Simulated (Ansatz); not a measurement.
The following input was run with Ansatz 0.2.0.

```yaml
crystal:
  lattice:
    - [3.0418569582, 0.0, 0.0]
    - [-1.5209284791, 2.6343254005, 0.0]
    - [0.0, 0.0, 3.4963227232]
  atoms:
    - { symbol: Mg, position: [0.0, 0.0, 0.0] }
    - { symbol: B, position: [0.3333333333, 0.6666666667, 0.5] }
    - { symbol: B, position: [0.6666666667, 0.3333333333, 0.5] }
basis:
  ecutwfc: 420
kpoints:
  mp_grid: { grid: [15, 15, 12] }
hamiltonian:
  xc: pbe
scf:
  occupations: { method: gaussian, width: 0.1 }
output:
  forces: true
  stress: true
  eigenvalues: true
relax:
  adjacent_minimum: "off"
  f_tol: 0.01
  max_steps: 30
  cell: { stress_tol: 0.1, fix: [volume] }
```

Run as
```bash
ansatz run input.yaml --threads 1 --pin off --max-ram 2560MiB --backend cpu --events-out ev --progress --plain --runs-dir out
```

Level of theory: DFT PBE, scalar-relativistic, plane waves, PAW (Ansatz 0.2.0).

Abridged output (iterations and final results):

```
SCF iter   1: F=—  HF=-2236.011048 eV  |F-HF|=—  |Δ(HF+E_count)|=         —  Δρ=1.11e-3  dr2=2.22e-4  ethr=1.77e-3  ⟨swp⟩=5.0  Hψ=12095  notcnv=0
SCF iter   2: F=—  HF=-2236.011717 eV  |F-HF|=—  |Δ(HF+E_count)|=   6.69e-4  Δρ=6.78e-4  dr2=1.00e-4  ethr=1.39e-6  ⟨swp⟩=2.5  Hψ=5176  notcnv=0
SCF iter   3: F=—  HF=-2236.011741 eV  |F-HF|=—  |Δ(HF+E_count)|=   2.48e-5  Δρ=2.75e-4  dr2=1.10e-5  ethr=6.25e-7  ⟨swp⟩=2.0  Hψ=3568  notcnv=0
SCF iter   4: F=—  HF=-2236.011751 eV  |F-HF|=—  |Δ(HF+E_count)|=   9.56e-6  Δρ=9.96e-5  dr2=9.59e-7  ethr=6.85e-8  ⟨swp⟩=2.1  Hψ=3726  notcnv=0
SCF iter   5: F=—  HF=-2236.011751 eV  |F-HF|=—  |Δ(HF+E_count)|=   3.81e-7  Δρ=3.35e-5  dr2=1.18e-7  ethr=5.99e-9  ⟨swp⟩=2.4  Hψ=3466  notcnv=0
SCF iter   6: F=-2236.011751 eV  HF=-2236.011751 eV  |F-HF|=1.95e-8  |Δ(HF+E_count)|=   8.07e-8  Δρ=9.97e-6  dr2=1.16e-8  ethr=6.25e-10  ⟨swp⟩=5.1  Hψ=9959  notcnv=0
SCF 1 converged in 6 iterations: F = -2236.011751 eV  dr2 = 1.16e-8
relax step   1: F+E_penalty+E_count = -2236.01175053 eV  Δ(F+E_penalty+E_count) = +0.000e0 eV  max|allowed force component| = 3.886e-16 eV/Å  Δτ_max = 0.0000 Å  P = +4.886 GPa  Ω = 28.017 Å³  fix = [volume]  reactions: volume +4.886 GPa (6 SCF iters, dr2 threshold 1.00e-7 eV, accepted)
Initial density: handed on by an earlier stage of this run
Initial wavefunctions: those handed on with the density
SCF iter   1: F=—  HF=-2236.012438 eV  |F-HF|=—  |Δ(HF+E_count)|=         —  Δρ=3.04e-4  dr2=2.55e-5  ethr=1.32e-7  ⟨swp⟩=2.2  Hψ=14846  notcnv=0
SCF iter   2: F=—  HF=-2236.012446 eV  |F-HF|=—  |Δ(HF+E_count)|=   8.37e-6  Δρ=1.10e-4  dr2=1.36e-6  ethr=1.32e-7  ⟨swp⟩=2.0  Hψ=2882  notcnv=0
SCF iter   3: F=-2236.012447 eV  HF=-2236.012447 eV  |F-HF|=2.93e-7  |Δ(HF+E_count)|=   7.44e-7  Δρ=5.42e-5  dr2=2.73e-7  ethr=1.87e-9  ⟨swp⟩=5.1  Hψ=10171  notcnv=0
SCF 2 converged in 3 iterations: F = -2236.012447 eV  dr2 = 2.73e-7
relax step   2: F+E_penalty+E_count = -2236.01244744 eV  Δ(F+E_penalty+E_count) = -6.969e-4 eV  max|allowed force component| = 2.591e-16 eV/Å  Δτ_max = 0.0000 Å  P = +4.638 GPa  Ω = 28.017 Å³  energy of the carried Pulay correction = -1.921e-5 eV  fix = [volume]  reactions: volume +4.638 GPa (3 SCF iters, dr2 threshold 3.00e-7 eV, accepted)
SCF iter   1: F=—  HF=-2236.012442 eV  |F-HF|=—  |Δ(HF+E_count)|=         —  Δρ=8.71e-5  dr2=1.01e-6  ethr=5.78e-9  ⟨swp⟩=2.0  Hψ=14759  notcnv=0
SCF iter   2: F=—  HF=-2236.012455 eV  |F-HF|=—  |Δ(HF+E_count)|=   1.30e-5  Δρ=4.20e-5  dr2=1.69e-7  ethr=5.78e-9  ⟨swp⟩=2.0  Hψ=2803  notcnv=0
SCF iter   3: F=-2236.012455 eV  HF=-2236.012455 eV  |F-HF|=7.19e-9  |Δ(HF+E_count)|=   1.88e-7  Δρ=1.18e-5  dr2=2.09e-8  ethr=3.24e-10  ⟨swp⟩=4.2  Hψ=7411  notcnv=0
SCF 3 converged in 3 iterations: F = -2236.012455 eV  dr2 = 2.09e-8
relax step   3: F+E_penalty+E_count = -2236.01245534 eV  Δ(F+E_penalty+E_count) = -7.897e-6 eV  max|allowed force component| = 1.480e-16 eV/Å  Δτ_max = 0.0000 Å  P = +4.607 GPa  Ω = 28.017 Å³  energy of the carried Pulay correction = -2.168e-5 eV  fix = [volume]  reactions: volume +4.607 GPa (3 SCF iters, dr2 threshold 5.18e-8 eV, accepted)
Initial wavefunctions: pseudopotential atomic-orbital guess (no wavefunctions were taken with the density)
SCF iter   1: F=—  HF=-2236.012469 eV  |F-HF|=—  |Δ(HF+E_count)|=         —  Δρ=1.82e-5  dr2=2.42e-8  ethr=4.35e-8  ⟨swp⟩=3.5  Hψ=18855  notcnv=0
SCF iter   2: F=—  HF=-2236.012483 eV  |F-HF|=—  |Δ(HF+E_count)|=   1.38e-5  Δρ=9.04e-6  dr2=4.44e-9  ethr=1.52e-10  ⟨swp⟩=2.0  Hψ=3764  notcnv=0
SCF iter   3: F=—  HF=-2236.012483 eV  |F-HF|=—  |Δ(HF+E_count)|=   1.39e-8  Δρ=2.02e-6  dr2=3.80e-10  ethr=2.77e-11  ⟨swp⟩=2.2  Hψ=2913  notcnv=0
SCF iter   4: F=-2236.012483 eV  HF=-2236.012483 eV  |F-HF|=1.36e-12  |Δ(HF+E_count)|=  6.05e-10  Δρ=1.37e-7  dr2=2.94e-12  ethr=1.00e-12  ⟨swp⟩=4.9  Hψ=9393  notcnv=0
SCF 4 converged in 4 iterations: F = -2236.012483 eV  dr2 = 2.94e-12
SCF converged after 4 iterations
Free energy (F): -2236.012483 eV
Harris-Foulkes:  -2236.012483 eV  (|F-HF|=1.36e-12)
Internal energy: -2236.008445 eV  (E = F + TS)
E sigma→0 (E₀):  -2236.010464 eV
Entropy (-TS):   -0.004038 eV (-1.346 meV/atom)
Fermi energy:    9.619553 eV
--- Per-component energies (eV) ---
  E_band       = -287.145867
  E_kinetic    = 175.597240
  E_local      = -1505.090681  (includes V_loc(G=0)·N_el)
  E_nonlocal   = 118.221755
  E_hartree    = 535.869385
  E_xc         = -94.789516
  E_vxc        = -115.754014  (∫ρ·V_xc dr)
  E_paw        = -448.902328  (= ΣΔE_a)
  E_vpaw       = -31.858952  (= ΣTr[D̂ρ^β])
  E_aug_tail   = -0.000010  (compensation charges beyond the density's cutoff)
  E_ewald      = -1016.914289
  E_smearing   = -0.004038  (= −TS)
--- Forces (eV/Å), atoms counted from 1 ---
  atom   1  Mg     0.00000000     0.00000000     0.00000000
  atom   2  B      0.00000000     0.00000000     0.00000000
  atom   3  B      0.00000000     0.00000000     0.00000000
--- Stress (GPa, compression-positive) ---
        4.618029       0.000000       0.000000
        0.000000       4.618029       0.000000
        0.000000       0.000000       4.588903
  P = ⅓ Tr σ = 4.6083 GPa (46.083 kbar)
--- Band table (eV; the first three rows and the last of 189) ---
  k-point 0: bands = ["-65.4608", "-32.2068", "-32.2068", "-32.1948", "-3.0015", "6.6298", "10.0074", "10.0074", "11.3795", "16.0794", "16.0794", "18.0771"]
  k-point 1: bands = ["-65.4608", "-32.2068", "-32.2068", "-32.1954", "-2.9392", "6.1377", "10.0315", "10.0315", "12.0152", "16.0986", "16.0986", "18.0551"]
  k-point 2: bands = ["-65.4608", "-32.2067", "-32.2067", "-32.1970", "-2.7571", "5.1065", "10.0986", "10.0986", "13.4756", "16.1522", "16.1522", "17.9966"]
  k-point 188: bands = ["-65.4561", "-32.2374", "-32.2374", "-32.1950", "3.1987", "3.1987", "4.3240", "7.5722", "7.5722", "13.3811", "21.5611", "21.8931"]
--- Relaxed structure (3 steps of the walk, 3 accepted, 1 SCFs on fresh bases) ---
  F+E_penalty+E_count = -2236.01248271 eV   max|allowed force component| = 1.604e-16 eV/Å   (the final SCF, on the basis selected at the relaxed cell)
  cell:  # Å, volume = 28.0169 Å³
    - [3.04859936, 0.0, 0.0]
    - [-1.52429968, 2.64016449, 0.0]
    - [0.0, 0.0, 3.48087460]
  atoms:
    - { symbol: Mg, position: [0.0, 0.0, 0.0] }
    - { symbol: B, position: [0.33333333, 0.66666666, 0.49999999] }
    - { symbol: B, position: [0.66666666, 0.33333333, 0.49999999] }
```

The relaxation met its thresholds.

Time: 17 s on 1 thread of Arm Neoverse V1 (shared host), peak memory 0.34 GiB.